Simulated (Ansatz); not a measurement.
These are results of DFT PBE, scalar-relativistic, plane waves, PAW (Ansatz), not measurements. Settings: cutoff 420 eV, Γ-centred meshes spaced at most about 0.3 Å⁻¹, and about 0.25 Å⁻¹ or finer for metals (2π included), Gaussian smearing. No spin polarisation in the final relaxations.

Each of these unrelaxed guesses is relaxed in cell and atoms within its symmetry. A guess keeps its type if space group and coordination stay and the shape of the cell changes little (axis ratios within about 15 %, angles within 6°); the volume may change.

1. B

```
B
1.0
     2.47413    0.00000    0.00000
    -1.23706    2.14266    0.00000
     0.00000    0.00000    9.66516
B
7
Direct
  0.33333 0.66667 0.78571
  0.66667 0.33333 0.92857
  0.33333 0.66667 0.07143
  0.66667 0.33333 0.21429
  0.33333 0.66667 0.35714
  0.00000 0.00000 0.50000
  0.66667 0.33333 0.64286
```

2. Ta2H5

```
Ta H
1.0
    -2.39736    2.39736    3.14621
     2.39736   -2.39736    3.14621
     2.39736    2.39736   -3.14621
Ta H
2 5
Direct
  0.99801 0.49801 0.50000
  0.50199 0.00199 0.50000
  0.18099 0.18099 0.36198
  0.81901 0.81901 0.63802
  0.81901 0.18099 0.00000
  0.18099 0.81901 0.00000
  0.00000 0.00000 0.00000
```

Problem. Which keep their type?

Solution. Guess 1 keeps its type.

| guess | kept | start group | end group | V start (Å³/atom) | V end | b/a and c/a, end over start | nearest neighbours start | nearest neighbours end |
| --- | --- | --- | --- | --- | --- | --- | --- | --- |
| 1 | yes | P-3m1 | P-3m1 | 7.3 | 6.5 | 1.00, 1.03 | B 6 | B 6 |
| 2 | no | I-4m2 | I4/mmm | 10.3 | 9.7 | - | H 1/4, Ta 4 | H 1/4, Ta 4 |

Neighbours count within 15 % of an atom's shortest distance; end groups are read at 0.02 Å (0.05 Å in metals).

These runs have no spin–orbit coupling, which can matter for Ta. A magnetic state wasn't ruled out in cells without spin, among them Ta2H5 I4/mmm. Cells relaxed within their symmetry can be saddle points.

In counts of neighbours, a slash parts the counts of unlike sites.
